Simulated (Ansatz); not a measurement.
Input of an Ansatz 0.2.0 run:

The input input:

```
crystal:
  lattice:
    - [2.781334, 0.0, 0.0]
    - [0.0, 2.781334, 0.0]
    - [0.0, 0.0, 2.781334]
  atoms:
    - { symbol: Co, position: [0.0, 0.0, 0.0], spin: 2.0 }
    - { symbol: Si, position: [0.5, 0.5, 0.5] }
hamiltonian:
  xc: b3lyp
  pseudopotentials: { kind: paw }
magnetization:
  spin_polarized: true
kpoints:
  mp_grid: { grid: [5, 5, 5] }
scf:
  occupations: { method: fermi_dirac, width: 0.05 }
output:
  forces: true
  stress: true
  eigenvalues: true
relax:
  f_tol: 0.01
  max_steps: 40
  cell: { stress_tol: 0.05 }
```

(1) What does it give for the band gap on the k mesh?

(2) Predict the site moments.

Answers

(1) none (metal or under the smearing width).

(2) Co +0.98; Si -0.00 μB.

Caveat: the k mesh is coarse (spacing up to 0.45 Å⁻¹), so the values aren't converged, least of all with exact exchange; the magnetic or orbital state may not be the lowest.
